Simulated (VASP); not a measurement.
The system is Rh.

```xyz
2
Lattice="2.6923 0.0000 0.0000 -1.3462 2.3316 0.0000 0.0000 0.0000 4.3966" Properties=species:S:1:pos:R:3 pbc="T T T"
Rh    0.0000    1.5544    1.0992
Rh    1.3462    0.7772    3.2975
```

This isn't the form of Rh at room conditions, which is fcc.

* Program: VASP 6.6.1
* Task: relaxation of cell and atoms
* Functional: PBE
* Potentials or basis: VASP PAW PBE potentials, release 64 (Rh_pv)
* Cutoff: 600 eV
* k mesh: 18 × 18 × 10
* Occupations: gaussian, width 0.1 eV
* Spin: no spin polarisation

At the start: pressure 5.6 GPa; volume 13.80 Å³/atom.

Problem. Where does the relaxation end?

Solution. Over 6 steps the energy falls by 6.5 meV/atom and the volume is 14.09 Å³/atom (+2.1 %); space group P6_3/mmc (No. 194, to 0.05 Å).

Step by step:
| step | energy change (eV) | largest force (eV/Å) | pressure (GPa) | volume (Å³) |
| --- | --- | --- | --- | --- |
| 1 | 0.0000 | 0.0000 | 5.63 | 27.60 |
| 2 | 0.0368 | 0.0000 | -10.87 | 29.58 |
| 3 | -0.0117 | 0.0000 | -0.45 | 28.23 |
| 4 | -0.0117 | 0.0000 | -0.33 | 28.22 |
| 5 | -0.0131 | 0.0000 | 0.05 | 28.18 |
| 6 | -0.0131 | 0.0000 | 0.05 | 28.18 |

Final structure:
```xyz
2
Lattice="2.7241 0.0000 0.0000 -1.3620 2.3591 0.0000 0.0000 0.0000 4.3846" Properties=species:S:1:pos:R:3 pbc="T T T"
Rh    0.0000    1.5728    1.0961
Rh    1.3620    0.7864    3.2884
```
